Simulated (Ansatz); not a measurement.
## What strain does to Si (diamond)

Si (diamond), relaxed with r2SCAN in Ansatz 0.2.0. The symmetry is Fd-3m (No. 227, cubic); conventional cell a = 5.444 Å, 20.17 Å³ an atom. Around Si lie 4 Si at 2.36 Å.

The axes x, y and z are those of this cell:
```
Si
1.0
     0.00000    2.72212    2.72212
     2.72212    0.00000    2.72212
     2.72212    2.72212    0.00000
Si
2
Direct
  0.00000 0.00000 0.00000
  0.25000 0.25000 0.25000
```

Unstrained: The PBE gap is indirect, 0.583 eV (Γ to Γ–X (0.84 of the way from Γ)), below the direct gap of 2.557 eV at Γ. r2SCAN gives an indirect gap of 0.770 eV, from Γ to Γ–X (0.84 of the way from Γ); the least direct gap is 2.739 eV at Γ. The HSE06 gap is indirect, 1.144 eV (Γ to Γ–X (0.84 of the way from Γ)), below the direct gap of 3.312 eV at Γ. Meshes: PBE 8×8×8, r2SCAN 8×8×8, HSE06 6×6×6. Strains are changes of length per length. After each strain the atoms were relaxed again with r2SCAN within the symmetry that the strain leaves, so tilts or polar shifts that break it weren't tested; points keep the names that they have in the unstrained zone. Spin-unpolarised throughout; all numbers are computed.

Changes of the least gap in eV (an overlap counts as a negative gap):
```csv
strain,volume change (%),space group,PBE,r2SCAN,HSE06,"energy rise, r2SCAN (meV/atom)"
"epitaxial -4.0 % in the xy plane, free normal strain +2.92 %",-5.1,I4_1/amd,-0.486,-0.506,-0.506,40.0
"epitaxial -3.0 % in the xy plane, free normal strain +2.19 %",-3.9,I4_1/amd,-0.359,-0.374,-0.373,22.1
"epitaxial -2.0 % in the xy plane, free normal strain +1.47 %",-2.6,I4_1/amd,-0.236,-0.246,-0.245,9.7
"epitaxial -1.0 % in the xy plane, free normal strain +0.71 %",-1.3,I4_1/amd,-0.115,-0.121,-0.120,2.4
"epitaxial +1.0 % in the xy plane, free normal strain -0.73 %",+1.3,I4_1/amd,-0.158,-0.171,-0.168,2.3
"epitaxial +2.0 % in the xy plane, free normal strain -1.47 %",+2.5,I4_1/amd,-0.312,-0.338,-0.333,8.9
"epitaxial +3.0 % in the xy plane, free normal strain -2.21 %",+3.7,I4_1/amd,-0.463,-0.500,-0.494,19.7
"epitaxial +4.0 % in the xy plane, free normal strain -2.96 %",+5.0,I4_1/amd,-0.610,-0.658,-0.652,34.4
```

Epitaxial -4.0 % in the xy plane, free normal strain +2.92 %. HSE06: the gap goes from 1.144 to 0.638 eV (-0.506 eV); with r2SCAN the top three valence levels at Γ, degenerate before, become 2+1 from the top over 585 meV. Stress change with r2SCAN, compression positive: xx +8.32, yy +8.32, zz -0.01 GPa.

Epitaxial -3.0 % in the xy plane, free normal strain +2.19 %. HSE06: the gap goes from 1.144 to 0.771 eV (-0.373 eV); with r2SCAN the top three valence levels at Γ, degenerate before, become 2+1 from the top over 425 meV. Stress change with r2SCAN, compression positive: xx +6.06, yy +6.06, zz +0.01 GPa.

Epitaxial -2.0 % in the xy plane, free normal strain +1.47 %. HSE06: the gap goes from 1.144 to 0.899 eV (-0.245 eV); with r2SCAN the top three valence levels at Γ, degenerate before, become 2+1 from the top over 276 meV. Stress change with r2SCAN, compression positive: xx +3.92, yy +3.92, zz -0.01 GPa.

Epitaxial -1.0 % in the xy plane, free normal strain +0.71 %. HSE06: the gap goes from 1.144 to 1.024 eV (-0.120 eV); with r2SCAN the top three valence levels at Γ, degenerate before, become 2+1 from the top over 132 meV. Stress change with r2SCAN, compression positive: xx +1.92, yy +1.92, zz +0.04 GPa.

Epitaxial +1.0 % in the xy plane, free normal strain -0.73 %. HSE06: the gap goes from 1.144 to 0.976 eV (-0.168 eV); the edges go from Γ → Γ–X (0.84) to Γ → Γ–X (0.83); with r2SCAN the top three valence levels at Γ, degenerate before, become 1+2 from the top over 127 meV. Stress change with r2SCAN, compression positive: xx -1.79, yy -1.79, zz -0.01 GPa.

Epitaxial +2.0 % in the xy plane, free normal strain -1.47 %. HSE06: the gap goes from 1.144 to 0.811 eV (-0.333 eV); the edges go from Γ → Γ–X (0.84) to Γ → Γ–X (0.83); with r2SCAN the top three valence levels at Γ, degenerate before, become 1+2 from the top over 247 meV. Stress change with r2SCAN, compression positive: xx -3.47, yy -3.47, zz -0.01 GPa.

Epitaxial +3.0 % in the xy plane, free normal strain -2.21 %. HSE06: the gap goes from 1.144 to 0.650 eV (-0.494 eV); the edges go from Γ → Γ–X (0.84) to Γ → Γ–X (0.82); with r2SCAN the top three valence levels at Γ, degenerate before, become 1+2 from the top over 361 meV. Stress change with r2SCAN, compression positive: xx -5.05, yy -5.05, zz -0.01 GPa.

Epitaxial +4.0 % in the xy plane, free normal strain -2.96 %. PBE: gap 0.58 before, none (overlap 0.03) after (eV); it has closed. HSE06: the gap goes from 1.144 to 0.492 eV (-0.652 eV); the edges go from Γ → Γ–X (0.84) to Γ → Γ–X (0.82); with r2SCAN the top three valence levels at Γ, degenerate before, become 1+2 from the top over 470 meV. Stress change with r2SCAN, compression positive: xx -6.52, yy -6.52, zz -0.01 GPa.

Where an edge lies off the special points, it is a point of the mesh or the k point where a search put PBE's edge or least direct gap, reused for the other functionals, whose own edges may lie a little apart.

The meshes of the hybrids are coarse, so their gaps aren't converged to the digits shown.

The splittings at Γ are without spin-orbit coupling, which regroups them where it is of like size or larger.
